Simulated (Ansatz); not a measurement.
HfN: relaxation of cell and atoms with RPBE

The system is HfN.

```xyz
2
Lattice="0.0000 2.2560 2.2560 2.2560 0.0000 2.2560 2.2560 2.2560 0.0000" Properties=species:S:1:pos:R:3 pbc="T T T"
Hf    0.0000    0.0000    0.0000
N     2.2560    2.2560    2.2560
```

```
Program             : Ansatz 0.2.0
Task                : relaxation of cell and atoms
Functional          : RPBE
Potentials or basis : Ansatz PAW
Cutoff              : 420 eV (not typed: the program's choice for these potentials)
k mesh              : 10 × 10 × 10
Occupations         : fermi-dirac, width 0.05 eV
Spin                : no spin polarisation
```

| Quantity | Value |
| --- | --- |
| Relaxed volume | 11.97 Å³/atom |
| Relaxed cell | a = 3.235 Å, b = 3.235 Å, c = 3.235 Å, α = 60.00°, β = 60.00°, γ = 60.00° |
| Space group after relaxing (to 0.05 Å) | Fm-3m (No. 225) |
| Energy gained by relaxing | 16.5 meV/atom |
| Ionic steps | 7 |
| Pressure after relaxing | 0.0 GPa |

Step by step:
```tsv
step	energy change (eV)	largest force (eV/Å)	volume (Å³)
1	0.0000	0.0000	22.96
2	-0.0217	0.0000	24.38
3	-0.0297	0.0000	23.95
4	-0.0299	0.0000	23.92
5	-0.0329	0.0000	23.92
6	-0.0329	0.0000	23.93
7	-0.0329	0.0000	23.93
```

Final structure:
```cif
data_structure
_symmetry_space_group_name_H-M 'P 1'
_symmetry_Int_Tables_number 1
_cell_length_a 3.2348
_cell_length_b 3.2348
_cell_length_c 3.2348
_cell_angle_alpha 60.000
_cell_angle_beta 60.000
_cell_angle_gamma 60.000
_cell_volume 23.93
loop_
_atom_site_label
_atom_site_type_symbol
_atom_site_fract_x
_atom_site_fract_y
_atom_site_fract_z
_atom_site_occupancy
Hf1 Hf 0.00000 0.00000 0.00000 1
N1 N 0.50000 0.50000 0.50000 1
```

Wall time 5.6 s on 2 threads of Intel(R) Xeon(R) Platinum 8259CL CPU @ 2.50GHz (Skylake/Cascade Lake), on a shared host, peak memory 0.38 GiB.

Caveat: the plane-wave basis is chosen anew once the cell has moved, so the energies of steps on either side of that aren't comparable; the pressure holds a Pulay correction of +0.4 GPa for the finite cutoff; the PAW data sets come from PBE, with cores solved anew for the run's functional, which leaves a small shift of forces and pressure. Zero-point motion and thermal expansion aren't in these numbers.
